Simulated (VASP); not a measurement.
# MgSe (Fm-3m) in VASP: settings compared, part 3 of 3

VASP 6.6.1. Earlier steps stand in the parts before.

## 4. Electric field gradients, PBE

INCAR

```
PREC     = Accurate       # precision mode
ENCUT    = 520            # plane-wave cutoff, eV
EDIFF    = 1E-8           # SCF threshold, eV
ISMEAR   = -1             # smearing method
SIGMA    = 0.01           # smearing width, eV
LREAL    = F              # projectors in reciprocal space
LASPH    = T              # aspherical terms in the spheres
NELM     = 60             # most SCF steps
ALGO     = Normal         # electronic algorithm
ISIF     = 2              # what is computed and relaxed
LWAVE    = F              # write WAVECAR
LCHARG   = F              # write CHGCAR
GGA      = PE             # functional
LEFG     = T            
NBANDS   = 11             # bands
```

KPOINTS

```
regular mesh
0
Gamma
  10 10 10
```

POSCAR

```
MgSe
1.0
    0.0000000000      2.7337235204      2.7337235204
    2.7337235204      0.0000000000      2.7337235204
    2.7337235204      2.7337235204      0.0000000000
Mg Se
1 1
Direct
    0.0000000000      0.0000000000      0.0000000000
    0.5000000000      0.5000000000      0.5000000000
```

Potentials or basis: VASP PAW PBE potentials, release 64 (Mg, Se).

Command:

```bash
> cat potpaw_PBE.64/Mg/POTCAR potpaw_PBE.64/Se/POTCAR > POTCAR
> mpirun -np 1 vasp_std > vasp.out
```

OUTCAR:

```text
PREC = Accurate
   ENCUT = 520
   EDIFF = 1E-8
   ISMEAR = -1
   LREAL = F
   LASPH = T
   NELM = 60
   ISIF = 2
   GGA = PE

 ion  position               nearest neighbor table
   1  0.000  0.000  0.000-   2 2.73   2 2.73   2 2.73   2 2.73   2 2.73   2 2.73
   2  0.500  0.500  0.500-   1 2.73   1 2.73   1 2.73   1 2.73   1 2.73   1 2.73

  LATTYP: Found a face centered cubic cell.
 ALAT       =     5.4674470408

  Lattice vectors:

 A1 = (   0.0000000000,   2.7337235204,   2.7337235204)
 A2 = (   2.7337235204,   0.0000000000,   2.7337235204)
 A3 = (   2.7337235204,   2.7337235204,   0.0000000000)

Analysis of symmetry for initial positions (statically):
=====================================================================
 Subroutine PRICEL returns:
 Original cell was already a primitive cell.

 Routine SETGRP: Setting up the symmetry group for a
 face centered cubic supercell.

 Subroutine GETGRP returns: Found 48 space group operations
 (whereof 48 operations were pure point group operations)
 out of a pool of 48 trial point group operations.

The static configuration has the point symmetry O_h .

Analysis of symmetry for dynamics (positions and initial velocities):
=====================================================================
 Subroutine PRICEL returns:
 Original cell was already a primitive cell.

 Routine SETGRP: Setting up the symmetry group for a
 face centered cubic supercell.

 Subroutine GETGRP returns: Found 48 space group operations
 (whereof 48 operations were pure point group operations)
 out of a pool of 48 trial point group operations.

The dynamic configuration has the point symmetry O_h .

 Subroutine INISYM returns: Found 48 space group operations
 (whereof 48 operations are pure point group operations),
 and found     1 'primitive' translations

----------------------------------------------------------------------------------------

                                     Primitive cell

  volume of cell :      40.8596

  direct lattice vectors                    reciprocal lattice vectors
     0.000000000  2.733723520  2.733723520    -0.182900720  0.182900720  0.182900720
     2.733723520  0.000000000  2.733723520     0.182900720 -0.182900720  0.182900720
     2.733723520  2.733723520  0.000000000     0.182900720  0.182900720 -0.182900720

  length of vectors
     3.866068878  3.866068878  3.866068878     0.316793340  0.316793340  0.316793340

  position of ions in fractional coordinates (direct lattice)
     0.000000000  0.000000000  0.000000000
     0.500000000  0.500000000  0.500000000

  ion indices of the primitive-cell ions
   primitive index   ion index
                 1           1
                 2           2

----------------------------------------------------------------------------------------

 KPOINTS: regular mesh

Automatic generation of k-mesh.
 Grid dimensions read from file:
 generate k-points for:   10   10   10

 Generating k-lattice:
[... 78 lines left out ...]
   EFERMI_NEDOS =   21; number of points for ismear=-14 and -15
   IALGO  =     38    algorithm
   IMIX   =      4    mixing-type and parameters
     AMIX     =   0.40;   BMIX     =  1.00
     AMIX_MAG =   1.60;   BMIX_MAG =  1.00
  volume/ion in A,a.u.               =      20.43       137.87
  Fermi-wavevector in a.u.,A,eV,Ry     =   0.950620  1.796411 12.295288  0.903678
  Thomas-Fermi vector in A             =   2.079014
   LORBIT       =      0    0 simple, 1 ext, 2 COOP (PROOUT), +10 PAW based schemes
   GGA     = PE    functional components
   LHFCALC =     F    Hartree Fock is set to
   AEXX    =    0.0000 exact exchange contribution
   IVDW    =     0    specifies the selected vdW correction
   LEPSILON=     F    determine dielectric tensor
   LRPA    =     F    only Hartree local field effects (RPA)
 non-spin polarized calculation
  energy-cutoff  :      520.00
  volume of cell :       40.86
 maximum number of plane-waves:      1113
 NGX is ok and might be reduce to    30
   NGX = 15   NGY = 15   NGZ = 15

 number of electron       8.0000001 magnetization

 Free energy of the ion-electron system (eV)
  ---------------------------------------------------
  ext. energy  EPLUGINS =         0.00000000
  ---------------------------------------------------
  free energy    TOTEN  =        -7.48757430 eV

  energy without entropy =       -7.48757430  energy(sigma->0) =       -7.48757430

 E-fermi :   3.3353     XC(G=0):  -9.4532

 val. band max:        3.1518277262   @ k =   0.0000   0.0000   0.0000
 cond. band min:       4.9390175752   @ k =   0.5000   0.5000   0.0000
 fundamental gap:      1.7871898491
 Fermi energy:         3.3353103968

 k-point     1 :       0.0000    0.0000    0.0000
  band No.  band energies     occupation
      1      -9.7424      2.00000
      2       3.1518      2.00000
      3       3.1518      2.00000
      4       3.1518      2.00000
      5       5.6886      0.00000
      6      10.5670      0.00000
      7      10.5670      0.00000
      8      10.5670      0.00000
      9      13.1061      0.00000
     10      13.1061      0.00000
     11      14.1197      0.00000
[... 309 lines left out ...]
 k-point    24 :       0.4000    0.3000    0.0000
  band No.  band energies     occupation
      1      -8.6510      2.00000
      2      -0.5461      2.00000
      3       1.4365      2.00000
      4       1.7195      2.00000
      5       6.1210      0.00000
      6       7.9354      0.00000
      7      11.9520      0.00000
      8      12.9464      0.00000
      9      14.3720      0.00000
     10      16.0062      0.00000
     11      18.0929      0.00000

 [... further k-points ...]

------------------------ aborting loop because EDIFF is reached ----------------------------------------

  FORCE on cell =-STRESS in cart. coord.  units (eV):
  Direction    XX          YY          ZZ          XY          YZ          ZX
  --------------------------------------------------------------------------------------
  -------------------------------------------------------------------------------------
  Total        0.3291279      0.3291279      0.3291279      0.0000000     -0.0000000      0.0000000
  in kB       12.9057001     12.9057001     12.9057001      0.0000000     -0.0000000      0.0000000
  external PRESSURE =      12.9057001 kB  Pullay stress =       0.0000000 kB

 VOLUME and BASIS-vectors are now :
 -----------------------------------------------------------------------------
  energy-cutoff  :      520.00
  volume of cell :       40.86
      direct lattice vectors                 reciprocal lattice vectors
     0.000000000  2.733723520  2.733723520    -0.182900720  0.182900720  0.182900720
     2.733723520  0.000000000  2.733723520     0.182900720 -0.182900720  0.182900720
     2.733723520  2.733723520  0.000000000     0.182900720  0.182900720 -0.182900720

 POSITION                                       TOTAL-FORCE (eV/Angst)
 -----------------------------------------------------------------------------------
      0.00000      0.00000      0.00000        -0.000000     -0.000000      0.000000
      2.73372      2.73372      2.73372         0.000000      0.000000      0.000000
 -----------------------------------------------------------------------------------
    total drift:                               -0.000000     -0.000000      0.000000

  FREE ENERGIE OF THE ION-ELECTRON SYSTEM (eV)
  ---------------------------------------------------
  free  energy   TOTEN  =        -7.4875743027 eV

  energy  without entropy=       -7.4875743027  energy(sigma->0) =       -7.48757430

 Electric field gradients (V/A^2)
---------------------------------------------------------------------
 ion       V_xx      V_yy      V_zz      V_xy      V_xz      V_yz
---------------------------------------------------------------------
   1      -0.000    -0.000     0.000     0.000     0.000     0.000
   2       0.000    -0.000     0.000    -0.000    -0.000    -0.000
---------------------------------------------------------------------

 Electric field gradients after diagonalization (V/A^2)
 (convention: |V_zz| > |V_xx| > |V_yy|)
----------------------------------------------------------------------
 ion       V_xx      V_yy      V_zz     asymmetry (V_yy - V_xx)/ V_zz
----------------------------------------------------------------------
   1      -0.000    -0.000     0.000       0.000
   2       0.000     0.000    -0.001       0.000
----------------------------------------------------------------------

           NMR quadrupolar parameters

 Cq : quadrupolar parameter    Cq=e*Q*V_zz/h
 eta: asymmetry parameters     (V_yy - V_xx)/ V_zz
 Q  : nuclear electric quadrupole moment in mb (millibarn)
----------------------------------------------------------------------
 ion       Cq(MHz)       eta       Q (mb)
----------------------------------------------------------------------
   1       0.000       0.000       1.000
   2      -0.000       0.000       1.000
----------------------------------------------------------------------
```

It took 39 s on 1 thread of AMD EPYC 7R43 (Zen 3), shared host; peak memory 0.13 GiB.

What came out:

| Quantity | Value |
| --- | --- |
| Free energy | -7.4876 eV |
| Pressure | 1.3 GPa |
| Band gap on the k mesh | 1.79 eV, indirect (least direct gap 2.54 eV) |

Electric field gradients, principal values (V/Å²):
```tsv
atom	Vxx	Vyy	Vzz
1 Mg	0.000	0.000	0.000
2 Se	0.000	0.000	-0.001
```

A k mesh can miss the band edges. A hybrid or GW would open this gap; PBE tends to underestimate it.

## 5. Electric field gradients, LDA

INCAR

```
SYSTEM = MgSe
PREC = Accurate
ENCUT = 520
EDIFF = 1E-8
ISMEAR = -1
SIGMA = 0.01
LREAL = .FALSE.
LASPH = .TRUE.
NELM = 100
ALGO = Normal
ISIF = 2
LWAVE = .FALSE.
LCHARG = .FALSE.
LEFG = .TRUE.
NBANDS = 11
```

KPOINTS

```
regular mesh
0
G
  10 10 10
  0 0 0
```

POSCAR is that of step 4.

Potentials or basis: VASP PAW LDA potentials, release 64 (Mg, Se).

Command:

```bash
> cat potpaw_LDA.64/Mg/POTCAR potpaw_LDA.64/Se/POTCAR > POTCAR
> mpirun -np 1 vasp_std > vasp.out
```

OUTCAR:

```text
SYSTEM = MgSe
   PREC = Accurate
   ENCUT = 520
   EDIFF = 1E-8
   ISMEAR = -1
   LREAL = .FALSE.
   LASPH = .TRUE.
   NELM = 100
   ISIF = 2

 ion  position               nearest neighbor table
   1  0.000  0.000  0.000-   2 2.73   2 2.73   2 2.73   2 2.73   2 2.73   2 2.73
   2  0.500  0.500  0.500-   1 2.73   1 2.73   1 2.73   1 2.73   1 2.73   1 2.73

  LATTYP: Found a face centered cubic cell.
 ALAT       =     5.4674470408

  Lattice vectors:

 A1 = (   0.0000000000,   2.7337235204,   2.7337235204)
 A2 = (   2.7337235204,   0.0000000000,   2.7337235204)
 A3 = (   2.7337235204,   2.7337235204,   0.0000000000)

Analysis of symmetry for initial positions (statically):
[... 549 lines left out ...]
  energy  without entropy=       -8.5842283519  energy(sigma->0) =       -8.58422835

 Electric field gradients (V/A^2)
---------------------------------------------------------------------
 ion       V_xx      V_yy      V_zz      V_xy      V_xz      V_yz
---------------------------------------------------------------------
   1       0.000     0.000    -0.000     0.000     0.000     0.000
   2       0.000     0.000     0.000     0.000     0.000     0.000
---------------------------------------------------------------------

 Electric field gradients after diagonalization (V/A^2)
 (convention: |V_zz| > |V_xx| > |V_yy|)
----------------------------------------------------------------------
 ion       V_xx      V_yy      V_zz     asymmetry (V_yy - V_xx)/ V_zz
----------------------------------------------------------------------
   1      -0.000    -0.000     0.000       0.000
   2      -0.000    -0.000     0.001       0.000
----------------------------------------------------------------------

           NMR quadrupolar parameters

 Cq : quadrupolar parameter    Cq=e*Q*V_zz/h
 eta: asymmetry parameters     (V_yy - V_xx)/ V_zz
 Q  : nuclear electric quadrupole moment in mb (millibarn)
----------------------------------------------------------------------
 ion       Cq(MHz)       eta       Q (mb)
----------------------------------------------------------------------
   1       0.000       0.000       1.000
   2       0.000       0.000       1.000
----------------------------------------------------------------------
```

OSZICAR:

```text
N       E                     dE             d eps       ncg     rms          rms(c)
DAV:   1     0.231599376579E+02    0.23160E+02   -0.33863E+03  1050   0.577E+02
DAV:   2    -0.729313486763E+01   -0.30453E+02   -0.28858E+02  1273   0.974E+01
DAV:   3    -0.892136044492E+01   -0.16282E+01   -0.16253E+01  1315   0.240E+01
DAV:   4    -0.892890217581E+01   -0.75417E-02   -0.75415E-02  1145   0.194E+00
DAV:   5    -0.892894005406E+01   -0.37878E-04   -0.37878E-04  1265   0.139E-01    0.305E+00
DAV:   6    -0.863857487584E+01    0.29037E+00   -0.52635E-01  1148   0.262E+00    0.189E+00
DAV:   7    -0.858825885016E+01    0.50316E-01   -0.19602E-01  1202   0.168E+00    0.933E-01
DAV:   8    -0.858442308570E+01    0.38358E-02   -0.10290E-02  1118   0.493E-01    0.256E-01
DAV:   9    -0.858424382959E+01    0.17926E-03   -0.47676E-04  1157   0.100E-01    0.124E-01
DAV:  10    -0.858423089804E+01    0.12932E-04   -0.14896E-04  1159   0.505E-02    0.452E-02
DAV:  11    -0.858422844939E+01    0.24487E-05   -0.63863E-06  1136   0.118E-02    0.907E-03
DAV:  12    -0.858422835419E+01    0.95207E-07   -0.50193E-07  1204   0.349E-03    0.317E-04
DAV:  13    -0.858422835189E+01    0.22923E-08   -0.16816E-08   772   0.555E-04
   1 F= -.85842284E+01 E0= -.85842284E+01  d E =-.598443E-14
```

stdout:

```text
POSCAR found type information on POSCAR MgSe
 POSCAR found :  2 types and       2 ions
 scaLAPACK will be used
 LDA part: xc-table for (Slater(with rela. corr.)+CA(PZ))
 , standard interpolation
 POSCAR, INCAR and KPOINTS ok, starting setup
 FFT: planning ... GRIDC
 FFT: planning ... GRID_SOFT
 FFT: planning ... GRID
 WAVECAR not read
 entering main loop
ion   1

ion   2
```

It took 34 s on 1 thread of AMD EPYC 7R43 (Zen 3), shared host; peak memory 0.12 GiB.

Results:

```yaml
Free_energy: -8.5842 eV
Pressure: -3.0 GPa
Band_gap_on_the_k_mesh: 1.63 eV, indirect (least direct gap 2.34 eV)
```

Electric field gradients, principal values (V/Å²):
```tsv
atom	Vxx	Vyy	Vzz
1 Mg	0.000	0.000	0.000
2 Se	0.000	0.000	0.001
```

## 6. The runs side by side

```csv
level,potentials or basis,cell,gap on the mesh (eV),pressure (GPa)
r2SCAN,"VASP PAW PBE potentials, release 64 (Mg, Se)","volume scaled by 1.06, PAW files",2.34,-3.6
PBEsol,"VASP PAW PBE potentials, release 64 (Mg, Se)",as given,1.75,-0.7
PBE,"VASP PAW PBE potentials, release 64 (Mg, Se)",as given,1.79,1.3
LDA,"VASP PAW LDA potentials, release 64 (Mg, Se)",as given,1.63,-3.0
```

Alike in all rows: task electric field gradients; no spin polarisation; k mesh 10 × 10 × 10; cutoff (eV) 520; smearing fermi-dirac 0.01 eV.

Caveats: the PAW data sets were made with another functional, which shifts forces and pressure a little (some runs).

Absolute energies hang on the potentials; compare differences alone.
